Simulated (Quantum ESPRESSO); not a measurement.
# BaTiO3 (P4mm) in Quantum ESPRESSO: convergence with k mesh

Aim: find how far k mesh must go before the results for BaTiO3 settle, at PBE. This setting moves, with any that are tied to it; all else stays.

Everything below comes from runs of Quantum ESPRESSO 7.5. Logs are shortened: lines on timing, memory, paths and dates and some standing lists are left out, and cuts for length are marked.

**1. The structure**

It takes space group P4mm (No. 99, tetragonal). Conventional cell: a = 4.000 Å, b = 4.000 Å, c = 4.018 Å, α = 90.00°, β = 90.00°, γ = 90.00°. Ba (site symmetry 4mm) has 12 O at 2.79 to 2.88 Å as nearest neighbours. Ti (site symmetry 4mm) has 6 O at 1.89 to 2.13 Å as nearest neighbours. O (site symmetry 2mm) has 2 Ti at 2.00 Å as nearest neighbours. O (site symmetry 4mm) has 2 Ti at 1.89 to 2.13 Å as nearest neighbours.

**2. With k mesh 1 × 1 × 1**

File pw.in:

```
&CONTROL
  calculation = 'scf'
  prefix = 'pwscf'
  outdir = './tmp'
  pseudo_dir = './pseudo'
  tprnfor = .true.
  tstress = .true.
  disk_io = 'nowf'
/
&SYSTEM
  ibrav = 0
  nat = 5
  ntyp = 3
  ecutwfc = 70
  nbnd = 28
  occupations = 'smearing'
  smearing = 'mp'
  degauss = 0.00999582
/
&ELECTRONS
  conv_thr = 1d-09
  electron_maxstep = 120
  mixing_beta = 0.5
/
ATOMIC_SPECIES
Ba   137.3270 Ba_ONCV_PBE-1.2.upf
Ti    47.8670 Ti_ONCV_PBE-1.2.upf
O     15.9990 O_ONCV_PBE-1.2.upf
CELL_PARAMETERS angstrom
   3.9998000000    0.0000000000    0.0000000000
   0.0000000000    3.9998000000    0.0000000000
   0.0000000000    0.0000000000    4.0180000000
ATOMIC_POSITIONS crystal
Ba     0.0000000000    0.0000000000    0.0000000000
Ti     0.5000000000    0.5000000000    0.4900000000
O      0.0000000000    0.5000000000    0.5170000000
O      0.5000000000    0.0000000000    0.5170000000
O      0.5000000000    0.5000000000    0.0190000000
K_POINTS automatic
1 1 1 0 0 0
```

Potentials or basis: SG15 PBE 1.2.

Launch:

```bash
$ OMP_NUM_THREADS=1 pw.x -in pw.in > pw.out
```

Wall time 7.7 s (1 thread of Arm Neoverse V1, shared host); peak memory 0.08 GiB.

What came out:

```
Free energy   : -3567.9461 eV
Largest force : 21.239 eV/Å
```

**3. With k mesh 2 × 2 × 2**

pw.in: that of step 2 with these lines changed.

```diff
@@ -39,2 +39,2 @@
 K_POINTS automatic
-1 1 1 0 0 0
+2 2 2 0 0 0
```

Potentials or basis: SG15 PBE 1.2.

Launch:

```bash
$ OMP_NUM_THREADS=1 pw.x -in pw.in > pw.out
```

Run time: 19 s. Hardware: 1 thread of Arm Neoverse V1, shared host; peak memory 0.1 GiB.

Results:

| Quantity | Value |
| --- | --- |
| Free energy | -3583.0659 eV |
| Largest force | 2.021 eV/Å |
| Band gap on the k mesh | 1.61 eV, indirect (least direct gap 1.88 eV) |

**4. With k mesh 3 × 3 × 3**

pw.in: that of step 3 with these lines changed.

```diff
@@ -39,2 +39,2 @@
 K_POINTS automatic
-2 2 2 0 0 0
+3 3 3 0 0 0
```

Launch:

```bash
$ OMP_NUM_THREADS=1 pw.x -in pw.in > pw.out
```

Wall time 18 s (1 thread of Arm Neoverse V1, shared host); peak memory 0.1 GiB.

What came out:

```yaml
Free_energy: -3583.6204 eV
Largest_force: 0.476 eV/Å
Band_gap_on_the_k_mesh: 2.09 eV, direct
```

**5. With k mesh 4 × 4 × 4**

pw.in: that of step 4 with these lines changed.

```diff
@@ -39,2 +39,2 @@
 K_POINTS automatic
-3 3 3 0 0 0
+4 4 4 0 0 0
```

Launch:

```bash
$ OMP_NUM_THREADS=1 pw.x -in pw.in > pw.out
```

Wall time 57 s (1 thread of Arm Neoverse V1, shared host); peak memory 0.12 GiB.

What came out:

```
Free energy            : -3583.6797 eV
Largest force          : 0.298 eV/Å
Band gap on the k mesh : 1.87 eV, indirect (least direct gap 2.12 eV)
```

**6. With k mesh 5 × 5 × 5**

pw.in: that of step 5 with these lines changed.

```diff
@@ -39,2 +39,2 @@
 K_POINTS automatic
-4 4 4 0 0 0
+5 5 5 0 0 0
```

Potentials or basis: SG15 PBE 1.2.

Launch:

```bash
$ OMP_NUM_THREADS=1 pw.x -in pw.in > pw.out
```

It took 57 s on 1 thread of Arm Neoverse V1, shared host; peak memory 0.12 GiB.

Results (log left out):

```yaml
Free_energy: -3583.6894 eV
Largest_force: 0.274 eV/Å
Band_gap_on_the_k_mesh: 2.03 eV, indirect (least direct gap 2.13 eV)
```

**7. With k mesh 6 × 6 × 6**

pw.in: that of step 6 with these lines changed.

```diff
@@ -39,2 +39,2 @@
 K_POINTS automatic
-5 5 5 0 0 0
+6 6 6 0 0 0
```

Launch:

```bash
$ OMP_NUM_THREADS=1 pw.x -in pw.in > pw.out
```

Run time: 2.1 min. Hardware: 1 thread of Arm Neoverse V1, shared host; peak memory 0.16 GiB.

It converged, with:

* Free energy: -3583.6900 eV
* Largest force: 0.269 eV/Å
* Band gap on the k mesh: 1.88 eV, indirect (least direct gap 2.13 eV)

**8. With k mesh 7 × 7 × 7**

pw.in: that of step 7 with these lines changed.

```diff
@@ -39,2 +39,2 @@
 K_POINTS automatic
-6 6 6 0 0 0
+7 7 7 0 0 0
```

Launch:

```bash
$ OMP_NUM_THREADS=1 pw.x -in pw.in > pw.out
```

Wall time 2 min (1 thread of Arm Neoverse V1, shared host); peak memory 0.16 GiB.

It converged, with:

| Quantity | Value |
| --- | --- |
| Free energy | -3583.6902 eV |
| Largest force | 0.268 eV/Å |
| Band gap on the k mesh | 1.97 eV, indirect (least direct gap 2.13 eV) |

**9. With k mesh 8 × 8 × 8**

pw.in: that of step 8 with these lines changed.

```diff
@@ -39,2 +39,2 @@
 K_POINTS automatic
-7 7 7 0 0 0
+8 8 8 0 0 0
```

Potentials or basis: SG15 PBE 1.2.

Launch:

```bash
$ OMP_NUM_THREADS=1 pw.x -in pw.in > pw.out
```

It took 4 min on 1 thread of Arm Neoverse V1, shared host; peak memory 0.22 GiB.

The run converged. Its results:

* Free energy: -3583.6902 eV
* Largest force: 0.268 eV/Å
* Band gap on the k mesh: 1.88 eV, indirect (least direct gap 2.13 eV)

**10. With k mesh 10 × 10 × 10**

pw.in: that of step 9 with these lines changed.

```diff
@@ -39,2 +39,2 @@
 K_POINTS automatic
-8 8 8 0 0 0
+10 10 10 0 0 0
```

Potentials or basis: SG15 PBE 1.2.

Launch:

```bash
$ OMP_NUM_THREADS=1 pw.x -in pw.in > pw.out
```

pw.out:

```text
This program is part of the open-source Quantum ESPRESSO suite
     for quantum simulation of materials; please cite
         "P. Giannozzi et al., J. Phys.:Condens. Matter 21 395502 (2009);
         "P. Giannozzi et al., J. Phys.:Condens. Matter 29 465901 (2017);
         "P. Giannozzi et al., J. Chem. Phys. 152 154105 (2020);
     in publications or presentations arising from this work. More details at

     Message from routine setup:
     using ibrav=0 with symmetry is DISCOURAGED, use correct ibrav instead

     G-vector sticks info
     --------------------
     sticks:   dense  smooth     PW     G-vecs:    dense   smooth      PW
     Sum        1281    1281    373                34353    34353    5465

     Using Slab Decomposition

     bravais-lattice index     =            0
     lattice parameter (alat)  =       7.5585  a.u.
     unit-cell volume          =     433.7935 (a.u.)^3
     number of atoms/cell      =            5
     number of atomic types    =            3
     number of electrons       =        40.00
     number of Kohn-Sham states=           28
     kinetic-energy cutoff     =      70.0000  Ry
     charge density cutoff     =     280.0000  Ry
     scf convergence threshold =      1.0E-09
     mixing beta               =       0.5000
     number of iterations used =            8  plain     mixing
     Exchange-correlation= PBE
                           (   1   4   3   4   0   0   0)

     celldm(1)=   7.558527  celldm(2)=   0.000000  celldm(3)=   0.000000
     celldm(4)=   0.000000  celldm(5)=   0.000000  celldm(6)=   0.000000

     crystal axes: (cart. coord. in units of alat)
               a(1) = (   1.000000   0.000000   0.000000 )
               a(2) = (   0.000000   1.000000   0.000000 )
               a(3) = (   0.000000   0.000000   1.004550 )

     reciprocal axes: (cart. coord. in units 2 pi/alat)
               b(1) = (  1.000000  0.000000  0.000000 )
               b(2) = (  0.000000  1.000000  0.000000 )
               b(3) = (  0.000000  0.000000  0.995470 )

     PseudoPot. # 1 for Ba read from file:
     Ba_ONCV_PBE-1.2.upf
     Pseudo is Norm-conserving, Zval = 10.0
     Generated using ONCVPSP code by D. R. Hamann
     Using radial grid of  602 points,  8 beta functions with:
                l(1) =   0
                l(2) =   0
                l(3) =   1
                l(4) =   1
                l(5) =   2
                l(6) =   2
                l(7) =   3
                l(8) =   3

     PseudoPot. # 2 for Ti read from file:
     Ti_ONCV_PBE-1.2.upf
     Pseudo is Norm-conserving, Zval = 12.0
     Generated using ONCVPSP code by D. R. Hamann
     Using radial grid of  602 points,  6 beta functions with:
                l(1) =   0
                l(2) =   0
                l(3) =   1
                l(4) =   1
                l(5) =   2
                l(6) =   2

     PseudoPot. # 3 for O  read from file:
     O_ONCV_PBE-1.2.upf
     Pseudo is Norm-conserving, Zval =  6.0
     Generated using ONCVPSP code by D. R. Hamann
     Using radial grid of  602 points,  4 beta functions with:
                l(1) =   0
                l(2) =   0
                l(3) =   1
                l(4) =   1

     atomic species   valence    mass     pseudopotential
     Ba               10.00   137.32700     Ba( 1.00)
     Ti               12.00    47.86700     Ti( 1.00)
     O                 6.00    15.99900     O ( 1.00)

      8 Sym. Ops. (no inversion) found

   Cartesian axes

     site n.     atom                  positions (alat units)
         1        Ba     tau(   1) = (   0.0000000   0.0000000   0.0000000  )
         2        Ti     tau(   2) = (   0.5000000   0.5000000   0.4922296  )
         3        O      tau(   3) = (   0.0000000   0.5000000   0.5193525  )
         4        O      tau(   4) = (   0.5000000   0.0000000   0.5193525  )
         5        O      tau(   5) = (   0.5000000   0.5000000   0.0190865  )

     number of k points=   126  Methfessel-Paxton smearing, width (Ry)=  0.0100

     Number of k-points >= 100: set verbosity='high' to print them.

     Dense  grid:    34353 G-vectors     FFT dimensions: (  45,  45,  45)

     Initial potential from superposition of free atoms

     starting charge      39.4956, renormalised to      40.0000
     Starting wfcs are random

     Self-consistent Calculation

     iteration #  1     ecut=    70.00 Ry     beta= 0.50
     Davidson diagonalization with overlap
     ethr =  1.00E-02,  avg # of iterations = 11.8

     total energy              =    -262.76540891 Ry
     estimated scf accuracy    <       1.60882800 Ry

     iteration #  2     ecut=    70.00 Ry     beta= 0.50
     Davidson diagonalization with overlap
     ethr =  4.02E-03,  avg # of iterations =  5.5

     total energy              =    -262.52227012 Ry
     estimated scf accuracy    <       4.04952536 Ry

     iteration #  3     ecut=    70.00 Ry     beta= 0.50
     Davidson diagonalization with overlap
     ethr =  4.02E-03,  avg # of iterations =  2.0

     total energy              =    -263.40310922 Ry
     estimated scf accuracy    <       0.26077168 Ry

     iteration #  4     ecut=    70.00 Ry     beta= 0.50
     Davidson diagonalization with overlap
     ethr =  6.52E-04,  avg # of iterations =  1.2

     total energy              =    -263.37021155 Ry
     estimated scf accuracy    <       0.09528214 Ry

     iteration #  5     ecut=    70.00 Ry     beta= 0.50
     Davidson diagonalization with overlap
     ethr =  2.38E-04,  avg # of iterations =  2.4

     total energy              =    -263.39440540 Ry
     estimated scf accuracy    <       0.01359392 Ry

     iteration #  6     ecut=    70.00 Ry     beta= 0.50
     Davidson diagonalization with overlap
     ethr =  3.40E-05,  avg # of iterations =  5.5

     total energy              =    -263.39565712 Ry
     estimated scf accuracy    <       0.00113787 Ry

     iteration #  7     ecut=    70.00 Ry     beta= 0.50
     Davidson diagonalization with overlap
     ethr =  2.84E-06,  avg # of iterations =  7.1

     total energy              =    -263.39636020 Ry
     estimated scf accuracy    <       0.00041754 Ry

     iteration #  8     ecut=    70.00 Ry     beta= 0.50
     Davidson diagonalization with overlap
     ethr =  1.04E-06,  avg # of iterations =  1.2

     total energy              =    -263.39637802 Ry
     estimated scf accuracy    <       0.00006783 Ry

     iteration #  9     ecut=    70.00 Ry     beta= 0.50
     Davidson diagonalization with overlap
     ethr =  1.70E-07,  avg # of iterations =  1.4

     total energy              =    -263.39637483 Ry
     estimated scf accuracy    <       0.00002177 Ry

     iteration # 10     ecut=    70.00 Ry     beta= 0.50
     Davidson diagonalization with overlap
     ethr =  5.44E-08,  avg # of iterations =  1.8

     total energy              =    -263.39637846 Ry
     estimated scf accuracy    <       0.00000006 Ry

     iteration # 11     ecut=    70.00 Ry     beta= 0.50
     Davidson diagonalization with overlap
     ethr =  1.43E-10,  avg # of iterations =  7.0

     total energy              =    -263.39637900 Ry
     estimated scf accuracy    <          7.9E-09 Ry

     iteration # 12     ecut=    70.00 Ry     beta= 0.50
     Davidson diagonalization with overlap
     ethr =  1.98E-11,  avg # of iterations =  2.2

     total energy              =    -263.39637900 Ry
     estimated scf accuracy    <          7.3E-09 Ry

     iteration # 13     ecut=    70.00 Ry     beta= 0.50
     Davidson diagonalization with overlap
     ethr =  1.83E-11,  avg # of iterations =  1.0

     End of self-consistent calculation

     Number of k-points >= 100: set verbosity='high' to print the bands.

     the Fermi energy is    11.3020 ev

!    total energy              =    -263.39637900 Ry
     estimated scf accuracy    <          5.3E-11 Ry
     smearing contrib. (-TS)   =       0.00000000 Ry
     internal energy E=F+TS    =    -263.39637900 Ry

     The total energy is F=E-TS. E is the sum of the following terms:
     one-electron contribution =     -72.31218853 Ry
     hartree contribution      =      58.96852832 Ry
     xc contribution           =     -43.05275833 Ry
     ewald contribution        =    -206.99996046 Ry

     convergence has been achieved in  13 iterations

     Forces acting on atoms (cartesian axes, Ry/au):

     atom    1 type  1   force =     0.00000000    0.00000000    0.00133293
     atom    2 type  2   force =     0.00000000    0.00000000   -0.00426773
     atom    3 type  3   force =     0.00000000    0.00000000   -0.00374559
     atom    4 type  3   force =     0.00000000    0.00000000   -0.00374559
     atom    5 type  3   force =     0.00000000    0.00000000    0.01042598

     Total force =     0.012520     Total SCF correction =     0.000003

     Computing stress (Cartesian axis) and pressure

          total   stress  (Ry/bohr**3)                   (kbar)     P=       -6.35
  -0.00006299   0.00000000   0.00000000           -9.27        0.00        0.00
   0.00000000  -0.00006299   0.00000000            0.00       -9.27        0.00
   0.00000000   0.00000000  -0.00000358            0.00        0.00       -0.53

=------------------------------------------------------------------------------=
   JOB DONE.
=------------------------------------------------------------------------------=
```

It took 6.6 min on 1 thread of Arm Neoverse V1, shared host; peak memory 0.32 GiB.

Results:

- Free energy: -3583.6903 eV
- Largest force: 0.268 eV/Å
- Band gap on the k mesh: 1.88 eV, indirect (least direct gap 2.13 eV)

**11. Summary**

| k mesh | energy less the tightest run, at zero smearing (meV/atom) | largest force (eV/Å) | gap on the mesh (eV) | SCF cycles | CPU time (s) | peak memory (GiB) |
| --- | --- | --- | --- | --- | --- | --- |
| 1 × 1 × 1 | 3145.63 | 21.239 | - | 33 | 7.7 | 0.08 |
| 2 × 2 × 2 | 124.88 | 2.021 | 1.612 | 12 | 19 | 0.1 |
| 3 × 3 × 3 | 13.98 | 0.476 | 2.086 | 12 | 18 | 0.1 |
| 4 × 4 × 4 | 2.12 | 0.298 | 1.869 | 13 | 57 | 0.12 |
| 5 × 5 × 5 | 0.17 | 0.274 | 2.033 | 13 | 57 | 0.12 |
| 6 × 6 × 6 | 0.06 | 0.269 | 1.877 | 13 | 130 | 0.16 |
| 7 × 7 × 7 | 0.02 | 0.268 | 1.971 | 12 | 120 | 0.16 |
| 8 × 8 × 8 | 0.02 | 0.268 | 1.877 | 13 | 240 | 0.22 |
| 10 × 10 × 10 | 0.00 | 0.268 | 1.877 | 13 | 390 | 0.32 |

Against the tightest run, the energy stays within 1 meV/atom from 5 × 5 × 5 on; the largest force stays within 0.005 eV/Å from 6 × 6 × 6 on; the gap on the mesh stays within 0.01 eV from 8 × 8 × 8 on. Meshes of other sizes hit other points, so gaps and Fermi surfaces needn't settle smoothly. The tightest run that finished is the yardstick and may itself not be fully converged.

Caveats: this smearing can shift energies of a crystal with a gap; spin-orbit coupling is left out, which moves the levels of the heavy elements.
